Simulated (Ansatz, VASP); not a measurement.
One calculation of C, two programs

```
C
1.0
     1.23317    0.71197    3.62591
    -1.23317    0.71197    3.62591
     0.00000   -1.42394    3.62591
C
3
Direct
  0.00000 0.00000 0.00000
  0.25040 0.25040 0.25040
  0.74960 0.74960 0.74960
```

Alike in both runs: functional PBEsol; k mesh 9 × 9 × 9; occupations gaussian, width 0.1 eV; no spin polarisation.

Ansatz relaxed the structure, and its values are those at the end. VASP's run is a single point on that final structure, the one shown.

```csv
,VASP,Ansatz
version,VASP 6.6.1,Ansatz 0.2.0
potentials or method,"VASP PAW PBE potentials, release 64 (C)","scalar-relativistic, plane waves, PAW"
plane-wave cutoff (eV),520,420
valence electrons in the cell,12,12
```

Ansatz gave:

```
gap on the k mesh at the Fermi level (eV) : none
pressure (GPa)                            : -0.1
rms of the force components (eV/Å)        : 0.000
```

**Question.** What did VASP give for the same quantities?

**Answer.** gap on the k mesh at the Fermi level (eV): none; pressure (GPa): 0.5; rms of the force components (eV/Å): 0.017.

A gap of «none» marks a metal or a gap that the smearing closes.

Caveats: the PAW data sets were made with another functional, which shifts forces and pressure a little (VASP).
